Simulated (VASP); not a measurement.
Write the native input for VASP 6.6.1 that does the following.

* Task: electric field gradients
* Functional: r2SCAN
* Potentials or basis: VASP PAW PBE potentials, release 64 (Cu, I)
* Cutoff: 520 eV
* k mesh: 6 × 6 × 4
* Occupations: fermi-dirac, width 0.02 eV
* Spin: no spin polarisation
* Dipole correction: no
* Further INCAR settings: ALGO = Normal; EDIFF = 1e-08; NBANDS = 26

The system is CuI.

```
Cu I
1.0
     4.09020    0.00000    0.00000
     0.00000    4.09020    0.00000
     0.00000    0.00000    6.55146
Cu I
2 2
Cartesian
  2.0451 2.0451 0.0000
  0.0000 0.0000 0.0000
  2.0451 0.0000 1.6835
  0.0000 2.0451 4.8680
```

Measurements of this composition are mostly on another form, of space group No. 216.

One way to write it, as run:

POSCAR

```
CuI
1.0
    4.0901961900      0.0000000000      0.0000000000
    0.0000000000      4.0901961900      0.0000000000
    0.0000000000      0.0000000000      6.5514580400
Cu I
2 2
Direct
    0.5000000000      0.5000000000      0.0000000000
    0.0000000000      0.0000000000      0.0000000000
    0.5000000000      0.0000000000      0.2569656400
    0.0000000000      0.5000000000      0.7430343600
```

INCAR.step1

```
SYSTEM = CuI
  PREC = Accurate
  ENCUT = 520
  ISMEAR = -1
  SIGMA = 0.02
  LREAL = .False.
  LASPH = .True.
  NELM = 100
  NBANDS = 26
  GGA = PE
  ALGO = Normal
  EDIFF = 1E-4
  LWAVE = .True.
  LCHARG = .False.
```

INCAR.step2

```
SYSTEM = CuI
  PREC = Accurate
  ENCUT = 520
  EDIFF = 1E-8
  ISMEAR = -1
  SIGMA = 0.02
  LREAL = .False.
  LASPH = .True.
  NELM = 100
  ALGO = Normal
  ISIF = 2
  LWAVE = .False.
  LCHARG = .False.
  METAGGA = R2SCAN
  LMIXTAU = .True.
  LEFG = .True.
  NBANDS = 26
  ISTART = 1
```

KPOINTS

```
Automatic mesh
0
Gamma
  6 6 4
  0 0 0
```

Potentials or basis: VASP PAW PBE potentials, release 64 (Cu, I).

The run is started by

```console
$ cat potpaw_PBE.64/Cu/POTCAR potpaw_PBE.64/I/POTCAR > POTCAR
$ cp INCAR.step1 INCAR
$ mpirun -np 1 vasp_std > vasp.out
$ cp INCAR.step2 INCAR
$ mpirun -np 1 vasp_std > vasp.out
```

It gave:

- Pressure: 0.2 GPa
- Largest force: 0.011 eV/Å
- Band gap on the k mesh: 2.08 eV, direct

Caveat: the PAW data sets were made with another functional, which shifts forces and pressure a little; spin-orbit coupling is left out, which moves the levels of the heavy elements.

It took 8.8 min on 1 thread of AMD EPYC 7R43 64-Core Processor (Zen 3) (shared host), peak memory 0.22 GiB.
